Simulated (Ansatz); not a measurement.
Crystal: TiSi.

```
CELL_PARAMETERS angstrom
1.81618 -2.11762 0.00000
1.81618 2.11762 0.00000
0.00000 0.00000 3.80393
ATOMIC_POSITIONS crystal
Ti 0.50000 0.50000 0.00000
Si 0.00000 0.00000 0.50000
```

The cell comes from a database or a generator and needn't be the stable form of this composition.

Base run:

| Item | Value |
| --- | --- |
| Program | Ansatz 0.2.0 |
| Functional | PBEsol |
| Potentials or basis | Ansatz PAW |
| Cutoff | 420 eV |
| Density cutoff | 1680 eV |
| k mesh | 10 × 10 × 7 |
| Occupations | fermi-dirac, width 0.05 eV |
| Spin | no spin polarisation |
| Hubbard terms | Ti d U = 4 eV |

Its results: band gap on the k mesh none (metal or under the smearing width); pressure 2.4 GPa.

Problem. The run is repeated on the same cell with these changes: hubbard terms from Ti d U = 4 eV to Ti d U = 5 eV. What comes out?

Solution. Band gap on the k mesh none (metal or under the smearing width); pressure 5.2 GPa.

Caveats: U without spin polarisation on a metal has little footing; the PAW data sets come from PBE, with cores solved anew for the run's functional, which leaves a small shift of forces and pressure; the U is typed as a test and isn't derived for this compound; the density of states is complete only up to the lowest level of the last band computed.

Not every run made on this cell is shown here.
